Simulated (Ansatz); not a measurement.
Crystal: Mg.

```
Mg
1.0
     3.20930    0.00000    0.00000
    -1.60465    2.77934    0.00000
     0.00000    0.00000    5.21030
Mg
2
Direct
  0.66667 0.33333 0.75000
  0.33333 0.66667 0.25000
```

```yaml
Program: Ansatz 0.2.0
Task: relaxation of cell and atoms
Functional: PBEsol
Potentials_or_basis: all-electron LAPW, scalar-relativistic
Basis_error_allowed: 0.001 eV/atom
k_mesh: 10 × 10 × 5
Occupations: fermi-dirac, width 0.05 eV
Spin: no spin polarisation
```

At the start: volume 23.24 Å³/atom.

Task: Where does the relaxation end?

Result: Over 6 steps the energy falls by 4.7 meV/atom and the volume is 22.56 Å³/atom (-2.9 %); space group P6_3/mmc (No. 194, to 0.05 Å).

The path:
| step | energy change (eV) | largest force (eV/Å) | volume (Å³) |
| --- | --- | --- | --- |
| 1 | 0.0000 | 0.0000 | 46.47 |
| 2 | -0.0073 | 0.0000 | 45.36 |
| 3 | -0.0075 | 0.0000 | 44.69 |
| 4 | -0.0093 | 0.0000 | 45.13 |
| 5 | -0.0093 | 0.0000 | 45.13 |
| 6 | -0.0093 | 0.0000 | 45.13 |

Final structure:
```yaml
crystal:
  lattice:
    - [3.14745, 0.00000, 0.00000]
    - [-1.57373, 2.72577, 0.00000]
    - [0.00000, 0.00000, 5.25987]
  atoms:
    - { symbol: Mg, position: [0.66667, 0.33333, 0.75000] }
    - { symbol: Mg, position: [0.33333, 0.66667, 0.25000] }
```
